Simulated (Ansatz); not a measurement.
HgTe (h-MgO type): a relaxation of cell and atoms in the PAW code Ansatz (r2SCAN). The starting cell comes from a relaxation with PBE.

Input (YAML):
```yaml
crystal:
  lattice:
    - [4.8768327529, 0.0, 0.0]
    - [-2.4384163765, 4.223461054, 0.0]
    - [0.0, 0.0, 7.2980013073]
  atoms:
    - { symbol: Hg, position: [0.3333333333, 0.6666666667, 0.25] }
    - { symbol: Hg, position: [0.6666666667, 0.3333333333, 0.75] }
    - { symbol: Te, position: [0.6666666667, 0.3333333333, 0.25] }
    - { symbol: Te, position: [0.3333333333, 0.6666666667, 0.75] }
kpoints:
  mp_grid: { grid: [6, 6, 4] }
hamiltonian:
  xc: r2scan
scf:
  occupations: { method: fermi_dirac, width: 0.02 }
relax:
  f_tol: 0.005
  cell: {}
```

Main lines of the log:
```
Functional definition: r2SCAN
Crystal: 4 atoms, lattice volume = 150.318 Å³
Basis set: ecut = 500 eV, 3765 PW (Γ)
Bands: 44, of which v1, the nominal top of the filled ones, is band 36 counted from 1 (35 counted from 0)
Symmetry: 24 space group operations
Space group: P63/mmc (ITA 194)
k-points: 21 of 144
relax step 1: F+E_penalty+E_count = -41645.49020173 eV  P = -1.235 GPa  Ω = 150.318 Å³
relax step 2: F+E_penalty+E_count = -41645.50872884 eV  P = +0.625 GPa  Ω = 142.524 Å³
relax step 3: F+E_penalty+E_count = -41645.51267384 eV  P = -0.044 GPa  Ω = 145.002 Å³
relax step 4: F+E_penalty+E_count = -41645.51176934 eV  P = -0.050 GPa  Ω = 145.002 Å³  (SCF on a basis re-selected at this cell)
relax step 5: F+E_penalty+E_count = -41645.51185866 eV  P = -0.002 GPa  Ω = 144.757 Å³
relax step 6: F+E_penalty+E_count = -41645.51180176 eV  P = -0.002 GPa  Ω = 144.757 Å³  (SCF on a basis re-selected at this cell)
SCF converged after 4 iterations
Free energy (F): -41645.511802 eV
Internal energy: -41645.509785 eV  (E = F + TS)
E sigma→0 (E₀):  -41645.510793 eV
Entropy (-TS):   -0.002017 eV (-0.504 meV/atom)
Fermi energy:    7.168874 eV
--- Stress (GPa, compression-positive) ---
        0.004221       0.000000       0.000000
        0.000000       0.004221       0.000000
        0.000000       0.000000      -0.014487
  P = ⅓ Tr σ = -0.0020 GPa (-0.020 kbar)
--- Relaxed structure (4 steps of the walk, 4 accepted, 2 SCFs on fresh bases) ---
  F+E_penalty+E_count = -41645.51180176 eV
  cell:  # Å, volume = 144.7573 Å³
    - [4.819513, 0.000000, 0.000000]
    - [-2.409757, 4.173821, 0.000000]
    - [0.000000, 0.000000, 7.196207]
  atoms:
    - { symbol: Hg, position: [0.333333, 0.666667, 0.250000] }
    - { symbol: Hg, position: [0.666667, 0.333333, 0.750000] }
    - { symbol: Te, position: [0.666667, 0.333333, 0.250000] }
    - { symbol: Te, position: [0.333333, 0.666667, 0.750000] }
```

In 4 steps the volume changed by -3.7 %; between the first SCF and the last, each on a basis chosen for its cell, the energy fell by 5.4 meV an atom. At the end: the symmetry is P6_3/mmc (No. 194, hexagonal); conventional cell a = 4.820 Å, c = 7.196 Å, 36.19 Å³ an atom. Hg has 3 Te at 2.78 Å; Te has 3 Hg at 2.78 Å.

No spin polarisation and no zero-point or thermal motion; the cell was built from a prototype and may be hypothetical.
